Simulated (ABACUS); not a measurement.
The system is CaO.

```
CELL_PARAMETERS angstrom
0.00000 2.40356 2.40356
2.40356 0.00000 2.40356
2.40356 2.40356 0.00000
ATOMIC_POSITIONS crystal
Ca 0.00000 0.00000 0.00000
O 0.50000 0.50000 0.50000
```

The cell is a database's computed one.

| Property | Result |
| --- | --- |
| Program | ABACUS 3.10.1 |
| Task | single point |
| Functional | PBE |
| Potentials or basis | PseudoDojo NC SR 0.4.1 PBE standard |
| Cutoff | 1143 eV |
| Density cutoff | 4572 eV |
| Basis | plane waves |
| k mesh | 10 × 10 × 10 |
| Occupations | fermi-dirac, width 0.05 eV |
| Spin | no spin polarisation |

On this cell: pressure 1.3 GPa; largest force zero by symmetry; band gap on the k mesh 3.66 eV, indirect (least direct gap 4.03 eV).

The same run follows on a disturbed copy (atoms moved at random, drawn with an rms of 0.05 Å):

```
CELL_PARAMETERS angstrom
0.00000 2.40356 2.40356
2.40356 0.00000 2.40356
2.40356 2.40356 0.00000
ATOMIC_POSITIONS crystal
Ca 0.01087 0.99606 0.99431
O 0.51454 0.50652 0.48857
```

Task: What does the disturbed cell give?

Result: The energy moves by +1.0 meV/atom; pressure 1.3 GPa; largest force 0.107 eV/Å; band gap on the k mesh 3.67 eV, indirect (least direct gap 4.04 eV).

Forces in eV/Å, atoms in the order of the input:
```
Ca   0.033 -0.015  0.100
O   -0.033  0.015 -0.100
```

Stress tensor (GPa, compression positive):
```
 1.30  0.00 -0.01
 0.00  1.29  0.00
-0.01  0.00  1.46
```

A k mesh can miss the band edges.
